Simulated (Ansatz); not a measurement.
## SnTe under changes of volume

One of the cells (31.281 Å³/atom); the others are scaled copies at fixed shape and fractional positions:

```xyz
2
Lattice="0.0000 3.1509 3.1509 3.1509 0.0000 3.1509 3.1509 3.1509 0.0000" Properties=species:S:1:pos:R:3 pbc="T T T"
Te    3.1509    3.1509    3.1509
Sn    0.0000    0.0000    0.0000
```

* Program: Ansatz 0.2.0
* Functional: rPW86-PBE
* Dispersion: rVV10
* Potentials or basis: Ansatz PAW
* Cutoff: 420 eV (not typed: the program's choice for these potentials)
* k mesh: 7 × 7 × 7
* Occupations: fermi-dirac, width 0.05 eV
* Spin: no spin polarisation

```tsv
volume (Å³/atom)	energy over the lowest point (meV/atom)	pressure (GPa)
29.404	?	?
30.030	62.35	6.1
30.656	41.15	4.8
31.281	24.76	3.6
31.907	12.70	2.6
32.532	4.57	1.6
33.158	0.00	0.7
```

**Question.** What does the run at 29.404 Å³/atom give?

**Answer.** Energy over the lowest point 88.85 meV/atom; pressure 7.5 GPa.

Worked out: A Birch-Murnaghan fit of order 3 (a polynomial in V^(-2/3)) to the other rows has its minimum at 33.75 Å³/atom, just outside them, with B0 = V·E''(V) = 41 GPa and B' = 4.2. It gives 88.86 meV/atom at 29.404 Å³/atom, against the run's 88.85, and -dE/dV = 7.5 GPa, against 7.5.

Energies are extrapolated to zero smearing.

Caveats: the PAW data sets come from PBE, with cores solved anew for the run's functional, which leaves a small shift of forces and pressure.
